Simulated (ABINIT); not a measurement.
A run of ABINIT 10.8.3 (patched build):

The input run.abi:

```
pp_dirpath "./"
pseudos "Ru.upf"

acell 3*1.0 Angstrom
rprim
     2.7211720000     0.0000000000     0.0000000000
    -1.3605860000     2.3566040800     0.0000000000
     0.0000000000     0.0000000000     4.2984374600
ntypat 1
znucl 44
natom 2
typat 1 1
xred
     0.6666666700     0.3333333300     0.7500000000
     0.3333333300     0.6666666700     0.2500000000
chkprim 0
chksymtnons 0
tolsym 1.0e-6

ecut 38.0

kptopt 1
ngkpt 8 8 4
nshiftk 1
shiftk 0.0 0.0 0.0

ixc 11

nband 20
occopt 3
tsmear 0.00183747

nstep 100
tolvrs 1.0e-10

iomode 3
prtwf 0
prteig 0
prtebands 0
enunit 2
prtden 1
prtvha 1
prtvclmb 1
prtpot 1
prtelf 1
```

Potentials or basis: PseudoDojo NC SR PBE v0.4.1 standard.

Run with:

```sh
$ abinit run.abi > log 2>&1
```

Hardware: 1 thread of Arm Neoverse V2 (shared host).

Question: Estimate the wall time of this run.

Answer: It took 23 s on 1 thread of Arm Neoverse V2, on a shared host, peak memory 0.08 GiB. Counts: scf iterations 8, k points 30, bands 20, plane waves 2100.
